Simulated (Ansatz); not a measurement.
**RuS$_{2}$: from a first guess to the relaxed fluorite type**

First guess:

```yaml
crystal:
  lattice:
    - [0.00000, 2.65151, 2.65151]
    - [2.65151, 0.00000, 2.65151]
    - [2.65151, 2.65151, 0.00000]
  atoms:
    - { symbol: Ru, position: [0.00000, 0.00000, 0.00000] }
    - { symbol: S, position: [0.25000, 0.25000, 0.25000] }
    - { symbol: S, position: [0.75000, 0.75000, 0.75000] }
```

Method: DFT, PBE, PAW with Ansatz's default frozen-core files, scalar-relativistic in Ansatz 0.2.0.

Cell and atoms relax within the symmetry of the start on a 11×11×11 k mesh with 0.03 eV Fermi–Dirac smearing.

The start is built from a prototype, known or not as a phase of this compound; the cutoff is 420 eV.

Question: What is the pressure of the first guess?

Answer: 63.1 GPa.

Question: What does it relax to?

Answer: a = 5.733 Å, b = 5.733 Å, c = 5.733 Å, α = 90.00°, β = 90.00°, γ = 90.00° (conventional cell), 15.70 Å³ per atom:
Space group Fm-3m (No. 225). a = 5.733 Å, b = 5.733 Å, c = 5.733 Å, α = 90.00°, β = 90.00°, γ = 90.00°
```csv
atom,site,symmetry,x,y,z
Ru,4a,m-3m,0.0000,0.0000,0.0000
S,8c,-43m,0.2500,0.7500,0.7500
```

Question: How much energy does the relaxation release?

Answer: 520 meV/atom.
